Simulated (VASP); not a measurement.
Method: PBE GGA, VASP's PBE PAW potentials (set 64) (plane waves; VASP).

A VASP calculation is set up with these files.

**POSCAR**
```
ZnTe
1.0
  0.0000000000   3.0877232078   3.0877232078
  3.0877232078   0.0000000000   3.0877232078
  3.0877232078   3.0877232078   0.0000000000
Zn Te
1 1
Cartesian
  0.0000000000   0.0000000000   0.0000000000
  1.5438616039   1.5438616039   1.5438616039
```

### KPOINTS
```
Automatic
0
G
10 10 10
```

**INCAR**
```
ALGO = Normal
EDIFF = 1E-8
ENCUT = 400
GGA = PE
IBRION = 8
ISMEAR = 0
LASPH = .True.
LCHARG = .False.
LEPSILON = .True.
LMAXMIX = 4
LREAL = .False.
LWAVE = .False.
NELM = 100
NSW = 1
PREC = Accurate
SIGMA = 0.01
SYSTEM = ZnTe
```

POTCAR, in this order: Zn Te (PBE.64 set). Program: vasp_std.

Output of the run:

### OUTCAR
```
 ion  position               nearest neighbor table
   1  0.000  0.000  0.000-   2 2.67   2 2.67   2 2.67   2 2.67
   2  0.250  0.250  0.250-   1 2.67   1 2.67   1 2.67   1 2.67
  LATTYP: Found a face centered cubic cell.
 ALAT       =     6.1754464156
 Subroutine PRICEL returns:
 Original cell was already a primitive cell.
 Subroutine GETGRP returns: Found 24 space group operations
The static configuration has the point symmetry T_d .
The dynamic configuration has the point symmetry T_d .
 Subroutine INISYM returns: Found 24 space group operations
 Subroutine IBZKPT returns following result:
 Found     47 irreducible k-points:

 Following reciprocal coordinates:
            Coordinates               Weight
  0.000000  0.000000  0.000000      1.000000
  0.100000  0.000000  0.000000      8.000000
  0.200000  0.000000  0.000000      8.000000
  0.300000  0.000000  0.000000      8.000000
  0.400000  0.000000  0.000000      8.000000
  0.500000  0.000000  0.000000      4.000000
  0.100000  0.100000  0.000000      6.000000
  0.200000  0.100000  0.000000     24.000000
  0.300000  0.100000  0.000000     24.000000
  0.400000  0.100000  0.000000     24.000000
  0.500000  0.100000  0.000000     24.000000
 -0.400000  0.100000  0.000000     24.000000
 -0.300000  0.100000  0.000000     24.000000
 -0.200000  0.100000  0.000000     24.000000
 -0.100000  0.100000  0.000000     12.000000
  0.200000  0.200000  0.000000      6.000000
  0.300000  0.200000  0.000000     24.000000
  0.400000  0.200000  0.000000     24.000000
  0.500000  0.200000  0.000000     24.000000
 -0.400000  0.200000  0.000000     24.000000
 -0.300000  0.200000  0.000000     24.000000
 -0.200000  0.200000  0.000000     12.000000
  0.300000  0.300000  0.000000      6.000000
  0.400000  0.300000  0.000000     24.000000
...
```

OSZICAR:
```
...
RMM:   3    -0.822076396372E+00   -0.12895E-02   -0.57627E-04  2040   0.139E-01
RMM:   4    -0.822117059662E+00   -0.40663E-04   -0.12645E-04  2114   0.380E-02
RMM:   5    -0.822117136224E+00   -0.76562E-07   -0.23505E-05  2121   0.138E-02
RMM:   6    -0.822117597105E+00   -0.46088E-06   -0.47995E-06  2079   0.556E-03
RMM:   7    -0.822117593104E+00    0.40001E-08   -0.15562E-06  1862   0.243E-03
RMM:   8    -0.822117543953E+00    0.49152E-07   -0.17857E-07  1448   0.105E-03
RMM:   9    -0.822117545630E+00   -0.16777E-08   -0.53134E-08  1213   0.463E-04
 Linear response to external field, progress :
  Direction:   1
       N       E                     dE             d eps       ncg     rms          rms(c)
RMM:   1    -0.131439750609E+01   -0.13144E+01   -0.54492E+00  7106   0.407E+00
RMM:   2    -0.143556045758E+01   -0.12116E+00   -0.24460E-02  7527   0.878E-01    0.231E+00
RMM:   3    -0.139598334313E+01    0.39577E-01   -0.39775E-02  7149   0.118E+00    0.131E+00
RMM:   4    -0.145625321024E+01   -0.60270E-01   -0.63298E-02  7385   0.142E+00    0.177E-01
RMM:   5    -0.147705516732E+01   -0.20802E-01   -0.36778E-03  7494   0.357E-01    0.383E-02
RMM:   6    -0.148349970010E+01   -0.64445E-02   -0.28244E-04  7732   0.940E-02    0.229E-02
RMM:   7    -0.148514916786E+01   -0.16495E-02   -0.67604E-05  7429   0.368E-02    0.668E-03
RMM:   8    -0.148529664809E+01   -0.14748E-03   -0.94971E-06  7546   0.921E-03    0.245E-03
RMM:   9    -0.148531506313E+01   -0.18415E-04   -0.36321E-06  7713   0.390E-03    0.629E-04
RMM:  10    -0.148533455663E+01   -0.19493E-04   -0.81854E-07  7929   0.106E-03    0.206E-04
RMM:  11    -0.148533413872E+01    0.41791E-06   -0.13985E-07  6868   0.436E-04    0.723E-05
RMM:  12    -0.148533168325E+01    0.24555E-05    0.63292E-09  4797   0.131E-04    0.262E-05
RMM:  13    -0.148533129594E+01    0.38731E-06    0.34840E-09  3555   0.799E-05    0.112E-05
RMM:  14    -0.148533084090E+01    0.45504E-06    0.13288E-08  2690   0.615E-05    0.186E-06
 Linear response to external field, progress :
  Direction:   2
       N       E                     dE             d eps       ncg     rms          rms(c)
RMM:   1    -0.131440454298E+01   -0.13144E+01   -0.54493E+00  7104   0.407E+00
RMM:   2    -0.143555963501E+01   -0.12116E+00   -0.24453E-02  7526   0.878E-01    0.231E+00
RMM:   3    -0.139598458542E+01    0.39575E-01   -0.39774E-02  7150   0.118E+00    0.131E+00
RMM:   4    -0.145625057999E+01   -0.60266E-01   -0.63284E-02  7386   0.142E+00    0.177E-01
RMM:   5    -0.147705289660E+01   -0.20802E-01   -0.36582E-03  7492   0.357E-01    0.383E-02
RMM:   6    -0.148349743330E+01   -0.64445E-02   -0.27565E-04  7728   0.940E-02    0.229E-02
RMM:   7    -0.148514728736E+01   -0.16499E-02   -0.63294E-05  7431   0.368E-02    0.668E-03
RMM:   8    -0.148529501928E+01   -0.14773E-03   -0.88893E-06  7551   0.921E-03    0.245E-03
RMM:   9    -0.148531347175E+01   -0.18452E-04   -0.34812E-06  7712   0.390E-03    0.627E-04
RMM:  10    -0.148533297247E+01   -0.19501E-04   -0.81146E-07  7947   0.106E-03    0.205E-04
RMM:  11    -0.148533257712E+01    0.39535E-06   -0.15475E-07  6865   0.436E-04    0.722E-05
RMM:  12    -0.148533010944E+01    0.24677E-05    0.23343E-08  4798   0.131E-04    0.262E-05
RMM:  13    -0.148532971992E+01    0.38952E-06    0.76475E-09  3576   0.799E-05    0.111E-05
RMM:  14    -0.148532926298E+01    0.45695E-06    0.58692E-09  2705   0.614E-05    0.189E-06
 Linear response to external field, progress :
  Direction:   3
       N       E                     dE             d eps       ncg     rms          rms(c)
RMM:   1    -0.131470140213E+01   -0.13147E+01   -0.54523E+00  7104   0.407E+00
RMM:   2    -0.143539374680E+01   -0.12069E+00   -0.23166E-02  7524   0.878E-01    0.231E+00
RMM:   3    -0.139598117042E+01    0.39413E-01   -0.39762E-02  7148   0.118E+00    0.131E+00
RMM:   4    -0.145624952180E+01   -0.60268E-01   -0.63296E-02  7385   0.142E+00    0.177E-01
RMM:   5    -0.147706619034E+01   -0.20817E-01   -0.36606E-03  7489   0.357E-01    0.383E-02
RMM:   6    -0.148349708204E+01   -0.64309E-02   -0.27612E-04  7727   0.940E-02    0.229E-02
RMM:   7    -0.148514729242E+01   -0.16502E-02   -0.63094E-05  7426   0.367E-02    0.667E-03
RMM:   8    -0.148529501494E+01   -0.14772E-03   -0.88999E-06  7548   0.922E-03    0.243E-03
RMM:   9    -0.148531336390E+01   -0.18349E-04   -0.34787E-06  7702   0.391E-03    0.625E-04
RMM:  10    -0.148533302737E+01   -0.19663E-04   -0.80308E-07  7925   0.105E-03    0.206E-04
RMM:  11    -0.148533268037E+01    0.34700E-06   -0.19926E-07  6863   0.438E-04    0.723E-05
RMM:  12    -0.148533020387E+01    0.24765E-05   -0.12007E-08  4809   0.132E-04    0.262E-05
RMM:  13    -0.148532980991E+01    0.39396E-06    0.41144E-08  3572   0.801E-05    0.111E-05
RMM:  14    -0.148532934347E+01    0.46643E-06   -0.12228E-08  2691   0.615E-05    0.186E-06
 Linear response DOF=           2
 Linear response progress:
  Degree of freedom:   1/  2
       N       E                     dE             d eps       ncg     rms          rms(c)
RMM:   1    -0.211577144995E+00   -0.21158E+00   -0.22858E-02  6528   0.211E+00
RMM:   2    -0.210412916286E+00    0.11642E-02   -0.13455E-03  6633   0.315E-01    0.820E-02
RMM:   3    -0.210148312895E+00    0.26460E-03   -0.44297E-05  7611   0.566E-02    0.463E-02
RMM:   4    -0.209807715199E+00    0.34060E-03   -0.15668E-05  7769   0.307E-02    0.571E-03
RMM:   5    -0.209781887477E+00    0.25828E-04    0.72079E-07  8129   0.642E-03    0.174E-03
RMM:   6    -0.209787500580E+00   -0.56131E-05   -0.64146E-07  7999   0.285E-03    0.480E-04
RMM:   7    -0.209788174949E+00   -0.67437E-06   -0.54599E-10  8231   0.590E-04    0.190E-04
RMM:   8    -0.209788143320E+00    0.31628E-07   -0.54567E-08  7753   0.393E-04    0.247E-05
RMM:   9    -0.209788091670E+00    0.51650E-07   -0.34633E-09  8333   0.894E-05    0.143E-05
RMM:  10    -0.209788208994E+00   -0.11732E-06   -0.10716E-08  8283   0.316E-05    0.104E-05
RMM:  11    -0.209788222329E+00   -0.13335E-07   -0.39398E-09  8991   0.114E-05    0.202E-06
RMM:  12    -0.209788221277E+00    0.10529E-08   -0.19025E-09  7694   0.485E-06    0.112E-06
 Linear response progress:
  Degree of freedom:   2/  2
       N       E                     dE             d eps       ncg     rms          rms(c)
RMM:   1    -0.465909456682E-01   -0.46591E-01    0.76889E-02 10268   0.134E+00
RMM:   2    -0.469472796379E-01   -0.35633E-03   -0.24504E-03  6943   0.431E-01    0.863E-02
RMM:   3    -0.470816607726E-01   -0.13438E-03   -0.15587E-04  7543   0.108E-01    0.572E-02
RMM:   4    -0.473311854222E-01   -0.24952E-03   -0.26265E-05  7471   0.476E-02    0.528E-03
RMM:   5    -0.473411061360E-01   -0.99207E-05   -0.17511E-06  7680   0.106E-02    0.374E-03
RMM:   6    -0.473412097235E-01   -0.10359E-06   -0.35124E-08  7385   0.439E-03    0.844E-04
RMM:   7    -0.473396426084E-01    0.15671E-05   -0.23194E-07  7781   0.123E-03    0.625E-04
RMM:   8    -0.473407030166E-01   -0.10604E-05    0.33999E-09  7480   0.555E-04    0.147E-04
RMM:   9    -0.473405204895E-01    0.18253E-06   -0.23713E-08  7913   0.198E-04    0.606E-05
RMM:  10    -0.473404719686E-01    0.48521E-07    0.43359E-09  7926   0.733E-05    0.284E-05
RMM:  11    -0.473404975329E-01   -0.25564E-07   -0.13951E-09  7730   0.219E-05    0.145E-05
RMM:  12    -0.473405068212E-01   -0.92883E-08   -0.66444E-10  7134   0.936E-06    0.575E-07
 Linear response finished
```

File OUTCAR:
```
------------------------ aborting loop because EDIFF is reached ----------------------------------------

 HEAD OF MICROSCOPIC STATIC DIELECTRIC TENSOR (INDEPENDENT PARTICLE, excluding Hartree and local field effects)
 ------------------------------------------------------
           9.833109     0.000000     0.000000
          -0.000000     9.833109    -0.000000
           0.000000    -0.000000     9.833109
 ------------------------------------------------------

 MACROSCOPIC STATIC DIELECTRIC TENSOR (including local field effects in DFT)
 ------------------------------------------------------
           9.391337    -0.000000    -0.000000
           0.000000     9.391337     0.000000
           0.000000     0.000000     9.391337
 ------------------------------------------------------

 PIEZOELECTRIC TENSOR (including local field effects)  for field in x, y, z        (e  Angst)
          XX          YY          ZZ          XY          YZ          ZX
  --------------------------------------------------------------------------------
  x     0.00000     0.00000     0.00000     0.00000    -2.44081    -0.00000
  y     0.00000     0.00000     0.00000     0.00000     0.00000    -2.44081
  z     0.00000     0.00000     0.00000    -2.44081     0.00000     0.00000

 PIEZOELECTRIC TENSOR (including local field effects)  for field in x, y, z        (C/m^2)
          XX          YY          ZZ          XY          YZ          ZX
  --------------------------------------------------------------------------------
  x     0.00000     0.00000     0.00000     0.00000    -0.66420    -0.00000
  y     0.00000     0.00000     0.00000     0.00000     0.00000    -0.66420
  z     0.00000     0.00000     0.00000    -0.66420     0.00000     0.00000

 BORN EFFECTIVE CHARGES (including local field effects) (in |e|, cummulative output)
 ---------------------------------------------------------------------------------
 ion    1
    1     2.10477    -0.00000     0.00000
    2     0.00000     2.10477    -0.00000
    3     0.00000    -0.00000     2.10477
 ion    2
    1    -2.10477     0.00000    -0.00000
    2     0.00000    -2.10477     0.00000
    3     0.00000     0.00000    -2.10477

   1 f  =    5.082051 THz    31.931471 2PiTHz  169.518987 cm-1    21.017666 meV
             X         Y         Z           dx          dy          dz
      0.000000  0.000000  0.000000    -0.169972   -0.794436    0.000000
      1.543862  1.543862  1.543862     0.121991    0.570175    0.000000

   2 f  =    5.082051 THz    31.931471 2PiTHz  169.518987 cm-1    21.017666 meV
             X         Y         Z           dx          dy          dz
      0.000000  0.000000  0.000000     0.000000    0.000000    0.812415
      1.543862  1.543862  1.543862     0.000000    0.000000   -0.583079

   3 f  =    5.082051 THz    31.931471 2PiTHz  169.518987 cm-1    21.017666 meV
             X         Y         Z           dx          dy          dz
      0.000000  0.000000  0.000000    -0.794436    0.169972    0.000000
      1.543862  1.543862  1.543862     0.570175   -0.121991    0.000000

   4 f/i=    0.006202 THz     0.038967 2PiTHz    0.206868 cm-1     0.025648 meV
             X         Y         Z           dx          dy          dz
      0.000000  0.000000  0.000000     0.004444    0.313437    0.491649
      1.543862  1.543862  1.543862     0.006192    0.436717    0.685024

   5 f/i=    0.006202 THz     0.038967 2PiTHz    0.206868 cm-1     0.025648 meV
             X         Y         Z           dx          dy          dz
      0.000000  0.000000  0.000000     0.102410    0.483601   -0.309231
      1.543862  1.543862  1.543862     0.142690    0.673810   -0.430858

   6 f/i=    0.006202 THz     0.038967 2PiTHz    0.206868 cm-1     0.025648 meV
             X         Y         Z           dx          dy          dz
      0.000000  0.000000  0.000000     0.573998   -0.088709    0.051365
      1.543862  1.543862  1.543862     0.799762   -0.123599    0.071568

 MACROSCOPIC STATIC DIELECTRIC TENSOR IONIC CONTRIBUTION
 ------------------------------------------------------
           2.977578     0.000000    -0.000000
          -0.000000     2.977578    -0.000000
          -0.000000    -0.000000     2.977578
 ------------------------------------------------------

 ELASTIC MODULI CONTR FROM IONIC RELAXATION (kBar)
 Direction    XX          YY          ZZ          XY          YZ          ZX
 --------------------------------------------------------------------------------
 XX          -0.0000     -0.0000     -0.0000     -0.0000      0.0000     -0.0000
 YY          -0.0000     -0.0000     -0.0000     -0.0000     -0.0000     -0.0000
 ZZ          -0.0000     -0.0000     -0.0000      0.0000     -0.0000     -0.0000
 XY          -0.0000     -0.0000      0.0000   -103.3244      0.0000      0.0000
 YZ           0.0000     -0.0000     -0.0000      0.0000   -103.3244      0.0000
 ZX          -0.0000     -0.0000     -0.0000      0.0000     -0.0000   -103.3244
 --------------------------------------------------------------------------------

 PIEZOELECTRIC TENSOR IONIC CONTR  for field in x, y, z        (C/m^2)
          XX          YY          ZZ          XY          YZ          ZX
  --------------------------------------------------------------------------------
  x    -0.00000     0.00000     0.00000    -0.00000     0.52192    -0.00000
  y     0.00000     0.00000     0.00000    -0.00000     0.00000     0.52192
  z     0.00000     0.00000    -0.00000     0.52192    -0.00000    -0.00000
```
(Selected blocks of OUTCAR.)

File OUTCAR:
```
 val. band max:        2.8546709253   @ k =   0.0000   0.0000   0.0000

 cond. band min:       3.9367659364   @ k =   0.0000   0.0000   0.0000


 Fermi energy:         2.9506154350

 k-point     1 :       0.0000    0.0000    0.0000
  band No.  band energies     occupation
      1      -8.7055      2.00000
      2      -3.9284      2.00000
      3      -3.9284      2.00000
      4      -3.9284      2.00000
      5      -3.7160      2.00000
      6      -3.7160      2.00000
      7       2.8547      2.00000
      8       2.8547      2.00000
      9       2.8547      2.00000
     10       3.9368      0.00000
     11       7.2811      0.00000
     12       7.2811      0.00000
     13       7.2811      0.00000

 k-point     2 :       0.1000    0.0000    0.0000
  band No.  band energies     occupation
      1      -8.6413      2.00000
      2      -3.9225      2.00000
      3      -3.9225      2.00000
      4      -3.9215      2.00000
      5      -3.7166      2.00000
      6      -3.7166      2.00000
      7       1.8660      2.00000
      8       2.7519      2.00000
      9       2.7519      2.00000
     10       4.6282      0.00000
     11       7.3308      0.00000
     12       7.4449      0.00000
     13       7.4449      0.00000

 k-point     3 :       0.2000    0.0000    0.0000
  band No.  band energies     occupation
      1      -8.4628      2.00000
      2      -3.9079      2.00000
      3      -3.9079      2.00000
      4      -3.8926      2.00000
      5      -3.7176      2.00000
      6      -3.7176      2.00000
      7       0.4938      2.00000
      8       2.5125      2.00000
      9       2.5125      2.00000
     10       4.9503      0.00000
     11       7.7781      0.00000
     12       7.7781      0.00000
     13       8.0280      0.00000

 k-point     4 :       0.3000    0.0000    0.0000
  band No.  band energies     occupation
      1      -8.2181      2.00000
      2      -3.8920      2.00000
      3      -3.8919      2.00000
...
```

The dielectric response may not be converged in the k-mesh; for small gaps it tends to come out too large. Unless said otherwise, spin-orbit coupling is left out, though it shifts the bands of the heavy elements here.

The compound is ZnTe in the zinc blende structure. It was relaxed first.
